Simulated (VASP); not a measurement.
**NaCl in VASP: how settings move the PBE single point**

Aim: see what changed inputs do to the PBE single point of NaCl built on the rocksalt prototype, under -3.0 % equal strain in all directions.

The runs shown are made with VASP 6.6.1. PAW datasets, plane waves. (Simulation; spin polarisation is off.)

### Step 1. The cell

The cell comes from an earlier relaxation with r2SCAN in another program.

The symmetry is Fm-3m (No. 225, cubic); a = 5.437 Å in the conventional setting, 20.09 Å³ an atom. Near Na stand 6 Cl at 2.72 Å; near Cl stand 6 Na at 2.72 Å.

Coordinates:

```xyz
2
Lattice="0.0000 2.7186 2.7186 2.7186 0.0000 2.7186 2.7186 2.7186 0.0000" Properties=species:S:1:pos:R:3 pbc="T T T"
Na    0.0000    0.0000    0.0000
Cl    2.7186    2.7186    2.7186
```

### Step 2. The reference run

File INCAR:

```
ENCUT = 520.000000
SIGMA = 0.020000
EDIFF = 1.00e-07
GGA = PE
PREC = Accurate
IBRION = -1
ISIF = 2
ISMEAR = -1
NBANDS = 14
NELM = 120
NSW = 0
LASPH = .TRUE.
LCHARG = .TRUE.
LELF = .TRUE.
LWAVE = .FALSE.
LREAL = .FALSE.
```

File KPOINTS:

```
KPOINTS created by Atomic Simulation Environment
0
Gamma
8 8 8
0 0 0
```

File POSCAR:

```
Na Cl
 1.0000000000000000
     0.0000000000000000    2.7186178606000002    2.7186178606000002
     2.7186178606000002    0.0000000000000000    2.7186178606000002
     2.7186178606000002    2.7186178606000002    0.0000000000000000
 Na  Cl
   1   1
Cartesian
  0.0000000000000000  0.0000000000000000  0.0000000000000000
  2.7186178606000002  2.7186178606000002  2.7186178606000002
```

A file KPOINTS_OPT adds named points for the levels; it doesn't enter the self-consistent loop.

Potentials: the recommended PBE PAW datasets, 14 valence electrons.

Launch:

```
$ mpirun -np 1 vasp_std
```

### Step 3. Variant 1

File INCAR:

```
ENCUT = 520.000000
SIGMA = 0.020000
GGA = PE
PREC = Accurate
IBRION = -1
ISIF = 2
ISMEAR = -1
NBANDS = 14
NSW = 0
LASPH = .TRUE.
LCHARG = .FALSE.
LWAVE = .FALSE.
LREAL = .FALSE.
EDIFF = 1e-09
NELM = 66
```

KPOINTS is that of step 2.

POSCAR is that of step 2.

### Step 4. Variant 2

File INCAR:

```
ENCUT = 520.000000
EDIFF = 1.00e-07
PREC = Accurate
IBRION = -1
ISIF = 2
NBANDS = 14
NSW = 0
LASPH = .TRUE.
LCHARG = .FALSE.
LWAVE = .FALSE.
LREAL = .FALSE.
ISMEAR = 0
SIGMA = 0.01
BMIX = 2.0
GGA = PS
NELM = 57
```

KPOINTS is that of step 2.

POSCAR is that of step 2.

### Step 5. Variant 3

File INCAR:

```
ENCUT = 520.000000
SIGMA = 0.020000
EDIFF = 1.00e-07
GGA = PE
PREC = Accurate
IBRION = -1
ISIF = 2
ISMEAR = -1
NBANDS = 14
NSW = 0
LASPH = .TRUE.
LCHARG = .FALSE.
LWAVE = .FALSE.
LREAL = .FALSE.
NELECT = 14.5
NELM = 90
```

KPOINTS is that of step 2.

POSCAR is that of step 2.

Q: Predict the outcome of this session. Wanted: for each run, changed; ending; energy change; pressure; electronic steps; usable.

The runs gave:

| run | changed | ending | energy change (meV/atom) | pressure (GPa) | gap on the mesh (eV; negative: overlap) | electronic steps | time | usable |
| --- | --- | --- | --- | --- | --- | --- | --- | --- |
| ref. | – | converged | 0 | 4.5 | 5.57 | 15 | 15 s | yes |
| 1 | EDIFF = 1e-09, NELM = 66 | converged | 0.0 | 4.5 | 5.57 | 17 | 14 s | yes |
| 2 | ISMEAR = 0, SIGMA = 0.01, BMIX = 2, GGA = PS, NELM = 57 | converged | – | 2.9 | 5.37 | 16 | 18 s | yes |
| 3 | NELECT = 14.5, NELM = 90 | converged | – | 26.8 | – | 13 | 15 s | no |

Of 3 altered inputs, 1 ended normally on a faulty or unsound input, 2 gave usable results.
